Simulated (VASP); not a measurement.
# Sn2Ge (P-3m1) in VASP: single point with r2SCAN

Aim: the single point of Sn2Ge with r2SCAN.

All numbers are computed with VASP 6.6.1; they aren't measurements. Logs are shortened: lines on timing, memory, paths and dates and some standing lists are left out, and cuts for length are marked.

## 1. The structure

The structure is trigonal, space group P-3m1 (No. 164). The conventional cell has a = 4.499 Å, b = 4.499 Å, c = 11.041 Å, α = 90.00°, β = 90.00°, γ = 120.00°. Around Sn (site symmetry 3m) lie 3 Ge at 2.73 Å and 1 Sn at 2.87 Å. Sn (site symmetry 3m) has 4 Sn at 2.81 to 2.87 Å as nearest neighbours. Around Ge (site symmetry 3m) lie 1 Ge at 2.51 Å and 3 Sn at 2.73 Å.

The cell was built by a generator and needn't be a form met in nature.

## 2. Single point, r2SCAN

INCAR reads:

```
SYSTEM = Sn2Ge
PREC = Accurate
ENCUT = 520
EDIFF = 1E-6
ISMEAR = 0
SIGMA = 0.1
LREAL = .False.
LASPH = .True.
NELM = 150
ALGO = Normal
ISIF = 2
LWAVE = .False.
LCHARG = .False.
METAGGA = R2SCAN
LMIXTAU = .True.
KPAR = 4
```

KPOINTS reads:

```
Automatic mesh
0
Gamma
  8 8 4
  0 0 0
```

POSCAR reads:

```
Sn2Ge
1.0
    4.4987930000      0.0000000000      0.0000000000
   -2.2493960000      3.8960690000      0.0000000000
    0.0000000000      0.0000000000     11.0405200000
Sn Ge
4 2
Direct
    0.3333330000      0.6666670000      0.8094170000
    0.6666670000      0.3333330000      0.1905830000
    0.3333330000      0.6666670000      0.5490820000
    0.6666670000      0.3333330000      0.4509180000
    0.0000000000      0.0000000000      0.8864490000
    0.0000000000      0.0000000000      0.1135510000
```

Potentials or basis: VASP PAW PBE potentials, release 64 (Sn_d, Ge_d).

On the command line:

```bash
$ cat potpaw_PBE.64/Sn_d/POTCAR potpaw_PBE.64/Ge_d/POTCAR > POTCAR
$ mpirun -np 4 vasp_std > vasp.out
```

OUTCAR:

```text
SYSTEM = Sn2Ge
   PREC = Accurate
   ENCUT = 520
   EDIFF = 1E-6
   ISMEAR = 0
   LREAL = .False.
   LASPH = .True.
   NELM = 150
   ISIF = 2
   METAGGA = R2SCAN

 ion  position               nearest neighbor table
   1  0.333  0.667  0.809-   5 2.73   5 2.73   5 2.73   3 2.87
   2  0.667  0.333  0.191-   6 2.73   6 2.73   6 2.73   4 2.87
   3  0.333  0.667  0.549-   4 2.81   4 2.81   4 2.81   1 2.87
   4  0.667  0.333  0.451-   3 2.81   3 2.81   3 2.81   2 2.87
   5  0.000  0.000  0.886-   6 2.51   1 2.73   1 2.73   1 2.73
   6  0.000  0.000  0.114-   5 2.51   2 2.73   2 2.73   2 2.73

  LATTYP: Found a hexagonal cell.
 ALAT       =     4.4987930000
 C/A-ratio  =     2.4541071350

  Lattice vectors:

 A1 = (   4.4987930000,   0.0000000000,   0.0000000000)
 A2 = (  -2.2493960000,   3.8960690000,   0.0000000000)
 A3 = (   0.0000000000,   0.0000000000,  11.0405200000)

Analysis of symmetry for initial positions (statically):
=====================================================================
 Subroutine PRICEL returns:
 Original cell was already a primitive cell.

 Routine SETGRP: Setting up the symmetry group for a
 hexagonal supercell.

 Subroutine GETGRP returns: Found 12 space group operations
 (whereof 12 operations were pure point group operations)
 out of a pool of 24 trial point group operations.

The static configuration has the point symmetry D_3d.

Analysis of symmetry for dynamics (positions and initial velocities):
=====================================================================
 Subroutine PRICEL returns:
 Original cell was already a primitive cell.

 Routine SETGRP: Setting up the symmetry group for a
 hexagonal supercell.

 Subroutine GETGRP returns: Found 12 space group operations
 (whereof 12 operations were pure point group operations)
 out of a pool of 24 trial point group operations.

The dynamic configuration has the point symmetry D_3d.

 Subroutine INISYM returns: Found 12 space group operations
 (whereof 12 operations are pure point group operations),
 and found     1 'primitive' translations

----------------------------------------------------------------------------------------

                                     Primitive cell

  volume of cell :     193.5139

  direct lattice vectors                    reciprocal lattice vectors
     4.498793000  0.000000000  0.000000000     0.222281843  0.128334454  0.000000000
    -2.249396000  3.896069000  0.000000000     0.000000000  0.256668966  0.000000000
     0.000000000  0.000000000 11.040520000     0.000000000  0.000000000  0.090575444

  length of vectors
     4.498793000  4.498792729 11.040520000     0.256668950  0.256668966  0.090575444

  position of ions in fractional coordinates (direct lattice)
     0.333333000  0.666667000  0.809417000
     0.666667000  0.333333000  0.190583000
     0.333333000  0.666667000  0.549082000
     0.666667000  0.333333000  0.450918000
     0.000000000  0.000000000  0.886449000
     0.000000000  0.000000000  0.113551000

  ion indices of the primitive-cell ions
   primitive index   ion index
                 1           1
                 2           2
                 3           3
                 4           4
                 5           5
                 6           6

----------------------------------------------------------------------------------------

 KPOINTS: Automatic mesh

Automatic generation of k-mesh.
 Grid dimensions read from file:
 generate k-points for:    8    8    4

 Generating k-lattice:

  Cartesian coordinates                     Fractional coordinates (reciprocal lattice)
     0.027785230  0.016041807  0.000000000     0.125000000 -0.000000000  0.000000000
     0.000000000  0.032083621  0.000000000     0.000000000  0.125000000  0.000000000
     0.000000000  0.000000000  0.022643861     0.000000000  0.000000000  0.250000000

  Length of vectors
     0.032083619  0.032083621  0.022643861

  Shift w.r.t. Gamma in fractional coordinates (k-lattice)
     0.000000000  0.000000000  0.000000000

 Subroutine IBZKPT returns following result:
 ===========================================

 Found     35 irreducible k-points:

 Following reciprocal coordinates:
            Coordinates               Weight
  0.000000  0.000000  0.000000      1.000000
  0.125000 -0.000000  0.000000      6.000000
  0.250000 -0.000000  0.000000      6.000000
  0.375000  0.000000  0.000000      6.000000
  0.500000 -0.000000  0.000000      3.000000
  0.125000  0.125000  0.000000      6.000000
[... 16 lines left out ...]
 -0.125000  0.500000  0.250000     12.000000
  0.250000  0.250000  0.250000     12.000000
 [... further k-points ...]
   k-points           NKPTS =     35   k-points in BZ     NKDIM =     35   number of bands    NBANDS=     50
   number of dos      NEDOS =    301   number of ions     NIONS =      6
   total plane-waves  NPLWV = 108864
   dimension x,y,z NGX =    36 NGY =   36 NGZ =   84
   dimension x,y,z NGXF=    72 NGYF=   72 NGZF=  168
   ions per type =               4   2
   NGX,Y,Z   is equivalent  to a cutoff of  13.30, 13.30, 12.65 a.u.
   NGXF,Y,Z  is equivalent  to a cutoff of  26.61, 26.61, 25.30 a.u.
 SYSTEM =  Sn2Ge
   PREC   = accura    normal or accurate (medium, high low for compatibility)
   ISTART =      0    job   : 0-new  1-cont  2-samecut
   ICHARG =      2    charge: 1-file 2-atom 10-const
   ISPIN  =      1    spin polarized calculation?
   LNONCOLLINEAR =      F non collinear calculations
   LSORBIT =      F    spin-orbit coupling
   LASPH  =      T    aspherical Exc in radial PAW
   ENCUT  =  520.0 eV  38.22 Ry    6.18 a.u.   8.36  8.36 20.53*2*pi/ulx,y,z
   NELM   =    150;   NELMIN=  2; NELMDL= -5     # of ELM steps
   EDIFF  = 0.1E-05   stopping-criterion for ELM
   LREAL  =      F    real-space projection
   EDIFFG = 0.1E-04   stopping-criterion for IOM
   NSW    =      0    number of steps for IOM
   IBRION =     -1    ionic relax: 0-MD 1-quasi-New 2-CG
   NFREE  =      0    steps in history (QN), initial steepest desc. (CG)
   ISIF   =      2    stress and relaxation
   ISYM   =      2    0-nonsym 1-usesym 2-fastsym
   POTIM  = 0.5000    time-step for ionic-motion
   TEBEG  =    0.0;   TEEND  =   0.0 temperature during run
   PSTRESS=    0.0 pullay stress
   NELECT =      84.0000    total number of electrons
   NUPDOWN=      -1.0000    fix difference up-down
   EMIN   =  10.00;   EMAX   =-10.00  energy-range for DOS
   EFERMI =   0.00;   METHOD = LEGACY
   ISMEAR =     0;   SIGMA  =   0.10  broadening in eV -4-tet -1-fermi 0-gaus
   EFERMI_NEDOS =   21; number of points for ismear=-14 and -15
   IALGO  =     38    algorithm
   IMIX   =      4    mixing-type and parameters
     AMIX     =   0.40;   BMIX     =  1.00
     AMIX_MAG =   1.60;   BMIX_MAG =  1.00
  volume/ion in A,a.u.               =      32.25       217.65
  Fermi-wavevector in a.u.,A,eV,Ry     =   1.239549  2.342409 20.905119  1.536483
  Thomas-Fermi vector in A             =   2.374028
   LORBIT       =      0    0 simple, 1 ext, 2 COOP (PROOUT), +10 PAW based schemes
   METAGGA = R2SCAN    functional components
   LHFCALC =     F    Hartree Fock is set to
   AEXX    =    0.0000 exact exchange contribution
   IVDW    =     0    specifies the selected vdW correction
   LEPSILON=     F    determine dielectric tensor
   LRPA    =     F    only Hartree local field effects (RPA)
 non-spin polarized calculation
 Gauss-broadening in eV      SIGMA  =   0.10
  energy-cutoff  :      520.00
  volume of cell :      193.51
 maximum number of plane-waves:      5255
 NGX is ok and might be reduce to    36
   NGX = 17   NGY = 17   NGZ = 41

 number of electron      84.0000031 magnetization

 Free energy of the ion-electron system (eV)
  ---------------------------------------------------
  ext. energy  EPLUGINS =         0.00000000
  ---------------------------------------------------
  free energy    TOTEN  =      -126.43664972 eV

  energy without entropy =     -126.43440436  energy(sigma->0) =     -126.43552704

 E-fermi :   4.7185     XC(G=0):  -9.6178

 val. band max:        4.6730595135   @ k =   0.0000   0.0000   0.0000
 cond. band min:       4.7571450983   @ k =   0.0000   0.0000   0.2500
 fundamental gap:      0.0840855848
 Fermi energy:         4.7185387530

 k-point     1 :       0.0000    0.0000    0.0000
  band No.  band energies     occupation
      1     -20.6780      2.00000
      2     -20.6066      2.00000
      3     -20.6066      2.00000
      4     -20.5884      2.00000
      5     -20.5884      2.00000
      6     -20.5758      2.00000
[... 42 lines left out ...]
     49       8.0694      0.00000
     50       8.0694      0.00000

 k-point     2 :       0.1250   -0.0000    0.0000
  band No.  band energies     occupation
      1     -20.6781      2.00000
      2     -20.6067      2.00000
      3     -20.6066      2.00000
      4     -20.5884      2.00000
      5     -20.5883      2.00000
      6     -20.5758      2.00000
[... 42 lines left out ...]
     49       7.8955      0.00000
     50       8.3130      0.00000

 k-point     3 :       0.2500   -0.0000    0.0000
  band No.  band energies     occupation
      1     -20.6782      2.00000
      2     -20.6068      2.00000
      3     -20.6065      2.00000
      4     -20.5884      2.00000
      5     -20.5882      2.00000
      6     -20.5758      2.00000
[... 42 lines left out ...]
     49       8.9957      0.00000
     50       9.0536      0.00000

 k-point     4 :       0.3750    0.0000    0.0000
  band No.  band energies     occupation
      1     -20.6784      2.00000
      2     -20.6069      2.00000
      3     -20.6063      2.00000
      4     -20.5884      2.00000
      5     -20.5882      2.00000
      6     -20.5758      2.00000
[... 999 lines left out ...]
 k-point    23 :      -0.1250    0.5000    0.2500
  band No.  band energies     occupation
      1     -20.6785      2.00000
      2     -20.6068      2.00000
      3     -20.6063      2.00000
      4     -20.5885      2.00000
      5     -20.5883      2.00000
      6     -20.5756      2.00000
[... 42 lines left out ...]
     49       8.9379      0.00000
     50       9.1118      0.00000

 k-point    24 :       0.2500    0.2500    0.2500
  band No.  band energies     occupation
      1     -20.6785      2.00000
      2     -20.6067      2.00000
      3     -20.6065      2.00000
      4     -20.5885      2.00000
      5     -20.5884      2.00000
      6     -20.5753      2.00000
[... 42 lines left out ...]
     49       9.3047      0.00000
     50       9.4778      0.00000

 [... further k-points ...]
[... 5 lines left out ...]
  --------------------------------------------------------------------------------------
  -------------------------------------------------------------------------------------
  Total       -2.3601071     -2.3601070     -2.4797962     -0.0000003      0.0000000      0.0000000
  in kB      -19.5402496    -19.5402493    -20.5312031     -0.0000025      0.0000000      0.0000000
  external PRESSURE =     -19.8705673 kB  Pullay stress =       0.0000000 kB

 VOLUME and BASIS-vectors are now :
 -----------------------------------------------------------------------------
  energy-cutoff  :      520.00
  volume of cell :      193.51
      direct lattice vectors                 reciprocal lattice vectors
     4.498793000  0.000000000  0.000000000     0.222281843  0.128334454  0.000000000
    -2.249396000  3.896069000  0.000000000     0.000000000  0.256668966  0.000000000
     0.000000000  0.000000000 11.040520000     0.000000000  0.000000000  0.090575444

 POSITION                                       TOTAL-FORCE (eV/Angst)
 -----------------------------------------------------------------------------------
     -0.00000      2.59738      8.93638        -0.000000      0.000000      0.003186
      2.24940      1.29869      2.10414        -0.000000     -0.000000     -0.003186
     -0.00000      2.59738      6.06215         0.000000     -0.000000     -0.072210
      2.24940      1.29869      4.97837         0.000000      0.000000      0.072210
      0.00000      0.00000      9.78686         0.000000     -0.000000      0.059140
      0.00000      0.00000      1.25366         0.000000      0.000000     -0.059140
 -----------------------------------------------------------------------------------
    total drift:                                0.000000     -0.000000      0.000000

  FREE ENERGIE OF THE ION-ELECTRON SYSTEM (eV)
  ---------------------------------------------------
  free  energy   TOTEN  =      -126.4366497246 eV

  energy  without entropy=     -126.4344043558  energy(sigma->0) =     -126.43552704
```

It took 6.3 min on 4 MPI ranks of Intel Xeon Platinum 8488C (Sapphire Rapids), shared host; peak memory 0.53 GiB.

Results:

```yaml
Free_energy: -126.4366 eV
Pressure: -2.0 GPa
Largest_force: 0.072 eV/Å
Band_gap_on_the_k_mesh: none (metal or under the smearing width)
```

Forces in eV/Å, atoms in the order of the input:
```
Sn   0.000  0.000  0.003
Sn   0.000  0.000 -0.003
Sn   0.000  0.000 -0.072
Sn   0.000  0.000  0.072
Ge   0.000  0.000  0.059
Ge   0.000  0.000 -0.059
```

Stress tensor (GPa, compression positive):
```
-1.95  0.00  0.00
 0.00 -1.95  0.00
 0.00  0.00 -2.05
```

Caveat: the PAW data sets were made with another functional, which shifts forces and pressure a little.
